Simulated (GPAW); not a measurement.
# Si (P6_3/mmc) in GPAW: settings compared, part 2 of 2

GPAW 26.7.0. The steps go on from the part before.

**4. G0W0 quasiparticle levels, PBE**

This run uses another cell than the first one, of 19.32 Å³/atom, 0.960 times its volume.

run.py reads:

```python
import json
import numpy as np
from ase import Atoms
from ase.dft.bandgap import bandgap
from ase.io import write
from gpaw import GPAW, PW
from gpaw.response.g0w0 import G0W0

atoms = Atoms(['Si', 'Si', 'Si', 'Si'],
              cell=[[3.7795365527, 0.0, 0.0],
                    [-1.8897682764, 3.2731746692, 0.0],
                    [0.0, 0.0, 6.2470355356]],
              scaled_positions=[[0.6666666667, 0.3333333333, 0.9369905],
                                [0.3333333333, 0.6666666667, 0.4369905],
                                [0.6666666667, 0.3333333333, 0.5630095],
                                [0.3333333333, 0.6666666667, 0.0630095]],
              pbc=True)

calc = GPAW(mode=PW(450),
            xc='PBE',
            kpts={'size': (2, 2, 1), 'gamma': True},
            occupations={'name': 'fermi-dirac', 'width': 0.001},
            nbands=18,
            convergence={'density': 1e-06},
            maxiter=150,
            txt='gpaw.txt')
atoms.calc = calc
energy = atoms.get_potential_energy()
calc.write('gs.gpw')
write('result.traj', atoms)
print(f'Energy: {energy:.6f} eV')
print('Fermi level:', round(calc.get_fermi_level(), 4), 'eV')
print(f'Gap: {bandgap(calc)[0]:.4f} eV, direct: {bandgap(calc, direct=True)[0]:.4f} eV')

calc.diagonalize_full_hamiltonian(nbands=186)
calc.write('full.gpw', mode='all')

ibz = calc.get_ibz_k_points()
gap, vbm, cbm = bandgap(calc, output=None)
gap, direct, _ = bandgap(calc, direct=True, output=None)
gamma = int(np.abs(ibz).sum(1).argmin())
kpts = sorted({gamma, vbm[1], cbm[1], direct[1]})
gw = G0W0(calc='full.gpw',
          filename='gw',
          ecut=102.8,
          ecut_extrapolation=True,
          relbands=(-2, 2),
          kpts=kpts,
          integrate_gamma='WS',
          ppa=True)
gw.calculate()
results = {mode: {key: np.asarray(r[key]).tolist() for key in ['f', 'eps', 'vxc', 'exx', 'sigma', 'Z', 'qp', 'sigma_eskn']}
           for mode, r in gw.all_results.items()}
json.dump({'kpts': ibz[kpts].tolist(), 'results': results}, open('gw.json', 'w'))
for mode, r in results.items():
    f, qp = np.array(r['f']), np.array(r['qp'])
    print(mode, 'quasiparticle energies (eV):')
    print(qp.round(3))
    print(mode, 'gap:', round(qp[f < 0.5].min() - qp[f > 0.5].max(), 4), 'eV')
```

Potentials or basis: GPAW PAW data sets (gpaw-data 1.2.1), pw.

The run is started by

```console
$ OMP_NUM_THREADS=1 python run.py
```

gpaw.txt:

```text
__  _  _
 | _ |_)|_||  |
 |__||  | ||/\| - 26.7.0

Input parameters:
  mode=PW(ecut=450.00000000000006),
  convergence={'density': 1e-06},
  kpts=MonkhorstPack(size=(2, 2, 1), gamma=True),
  maxiter=150,
  nbands=18,
  occupations=Occupations(name='fermi-dirac', width=0.001),
  xc=XC(name='PBE')

Diagonalizing LCAO Hamiltonian
Converting LCAO to pw mode

           Si

           Si
        Si

        Si

Atoms  # Å, Bohr magnetons
|   | symbol |         x |        y |        z |    initial magnetic moments |
|---|--------|-----------|----------|----------|-----------------------------|
| 0 |     Si |  1.889768 | 1.091058 | 5.853413 | ( 0.0000,  0.0000,  0.0000) |
| 1 |     Si | -0.000000 | 2.182116 | 2.729895 | ( 0.0000,  0.0000,  0.0000) |
| 2 |     Si |  1.889768 | 1.091058 | 3.517140 | ( 0.0000,  0.0000,  0.0000) |
| 3 |     Si | -0.000000 | 2.182116 | 0.393623 | ( 0.0000,  0.0000,  0.0000) |

Unit cell  # Å
| periodic |         x |        y |        z |  lengths |     angles |
|----------|-----------|----------|----------|----------|------------|
|      yes |  3.779537 | 0.000000 | 0.000000 | 3.779537 |  90.000000 |
|      yes | -1.889768 | 3.273175 | 0.000000 | 3.779537 |  90.000000 |
|      yes |  0.000000 | 0.000000 | 6.247036 | 6.247036 | 120.000000 |

Number of symmetries: 12
Symmetry operations  # r_c * U_cc + t_c -> r_c
|    | kind |            matrix            |
|----|------|------------------------------|
|  0 |  σ   |  1, 1, 0,  0,-1, 0,  0, 0, 1 |
|  1 |  S6  |  1, 1, 0, -1, 0, 0,  0, 0,-1 |
|  2 |  E   |  1, 0, 0,  0, 1, 0,  0, 0, 1 |
[... 95 lines left out ...]
  ecut: 3600.0000000000005  # eV

xc functional:
  name: PBE with 2 nearest neighbor stencil

convergence criteria:
- Maximum integral of absolute [dens]ity change: 1e-06 electrons / valence electron
- Maximum [total energy] change in last 3 cyles: 0.0005 eV / valence electron
- Maximum integral of absolute [eigenst]ate change: 4e-08 eV^2 / valence electron
maximum number of iterations: 150

SCF iterations
|iter     | |      energy | eigst |  dens |
|---------|-|-------------|-------|-------|
|iter:   1| |  -19.543880 | -0.01 |       |
|iter:   2| |  -19.504357 | -2.41 | -0.73 |
|iter:   3| |  -19.176228 | -1.95 | -0.76 |
|iter:   4| |  -19.174298 | -2.89 | -1.37 |
|iter:   5| |  -19.174691c| -4.61 | -2.19 |
|iter:   6| |  -19.174714c| -6.01 | -3.05 |
|iter:   7| |  -19.174718c| -7.13 | -3.54 |
|iter:   8| |  -19.174719c| -8.16c| -4.08 |
|iter:   9| |  -19.174719c| -7.61c| -4.54 |
|iter:  10| |  -19.174719c| -8.89c| -5.41 |
|iter:  11| |  -19.174719c| -9.84c| -5.89 |
|iter:  12| |  -19.174719c|-10.61c| -6.69c|

Converged in 12 steps
Energy contributions relative to reference atoms: (reference = -31545.377001)

Energy contributions:
  Kinetic:          41.280629
  Coulomb:         -32.711207
  Zero:             -0.052373
  External:          0.000000
  Xc:              -27.691768
  Entropy:          -0.000000
  Spinorbit:         0.000000
  ----------------------------
  Free energy:     -19.174719
  Extrapolated:    -19.174719

dipole moment: (-0.000005, -0.000009, -0.000017)  # |e|*Ang

Fermi level: 6.150
Eigenvalues  # (at kpt = [0.000, 0.000, 0.000])
| band index |      eig [eV] | occ [0-2] |
|------------|---------------|-----------|
|          0 |        -6.469 |     2.000 |
|          1 |        -4.047 |     2.000 |
|          2 |        -1.454 |     2.000 |
|          3 |         4.483 |     2.000 |
|          4 |         4.483 |     2.000 |
|          5 |         5.643 |     2.000 |
[... 8 lines left out ...]
|         14 |        10.220 |     0.000 |
|         15 |        11.873 |     0.000 |
|        ... |               |           |
|         17 |        13.324 |     0.000 |

Gap: 0.238 eV
Transition (v -> c):
  (s=0, k=0, n=7, [0.00, 0.00, 0.00]) -> (s=0, k=1, n=8, [0.50, 0.50, 0.00])
Direct/indirect transitions are different
Direct gap: 1.060 eV
Transition at: (s=0, k=0, n=7, [0.00, 0.00, 0.00])
# Writing to gs.gpw (mode='')

Matrix size: 1689x1689
# Writing to full.gpw (mode='all')
```

stdout:

```text
Energy: -19.174719 eV
Fermi level: 6.1505 eV
Gap: 0.2379 eV, direct: 1.0598 eV
IBZ(<points: 2, symmetries: 12>)
Occupied bands: 8
Calculating eigenvalues:
  k-points: 2
  Bands: 6-9 (inclusive)
HSE06-eigenvalue shifts:
  min: -3.133 eV
  ave: 1.049 eV
  max: 5.078 eV
GW quasiparticle energies (eV):
[[[5.263 5.264 7.118 7.965]
  [2.11  3.768 6.2   8.426]]]
GW gap: 0.9365 eV
```

Run time: 31 s. Hardware: 1 thread of Arm Neoverse V1, shared host; peak memory 0.39 GiB.

These settings aren't checked as converged: the numbers below hold their error.

What came out:

* Free energy: -19.1747 eV
* Band gap on the k mesh, mean-field level: 0.24 eV, indirect (least direct gap 1.06 eV)
* Quasiparticle gap: 0.94 eV
* Least direct quasiparticle gap: 1.85 eV

Caveat: the k mesh is coarse (spacing up to 1.01 Å⁻¹), so the values aren't converged; the quasiparticle gap is taken among the few k points that were corrected; the k mesh is too small for a converged quasiparticle gap; the long-wavelength limit can be off by a per cent or two; an odd mesh through Γ misses points on the zone boundary, where band edges often lie.
